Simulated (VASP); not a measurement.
Si: single point with PBEsol

The system is Si.

```
Si
1.0
     0.00000    2.71356    2.71356
     2.71356    0.00000    2.71356
     2.71356    2.71356    0.00000
Si
2
Direct
  0.75000 0.75000 0.75000
  0.50000 0.50000 0.50000
```

| Property | Result |
| --- | --- |
| Program | VASP 6.6.1 |
| Task | single point |
| Functional | PBEsol |
| Potentials or basis | VASP PAW PBE potentials, release 64 (Si) |
| Cutoff | 250 eV |
| k mesh | 7 × 7 × 7 |
| Occupations | fermi-dirac, width 0.02 eV |
| Spin | no spin polarisation |
| Further INCAR settings | ALGO = Normal; EDIFF = 1e-07 |

The band gap on the k mesh is 0.46 eV, indirect (least direct gap 2.52 eV).

Levels at points of the mesh, in eV from the valence-band top:
| k point | band 1 | band 2 | band 3 | band 4 | band 5 | band 6 | band 7 | band 8 |
| --- | --- | --- | --- | --- | --- | --- | --- | --- |
| (0.00, 0.00, 0.00) | -12.02 | 0.00 | 0.00 | 0.00 | 2.52 | 2.52 | 2.52 | 3.34 |

Wall time 1.4 s on 4 MPI ranks on Intel(R) Xeon(R) Platinum 8488C (Sapphire Rapids), on a shared host, peak memory 0.1 GiB a rank.

Caveat: an odd mesh through Γ misses points on the zone boundary, where band edges often lie.
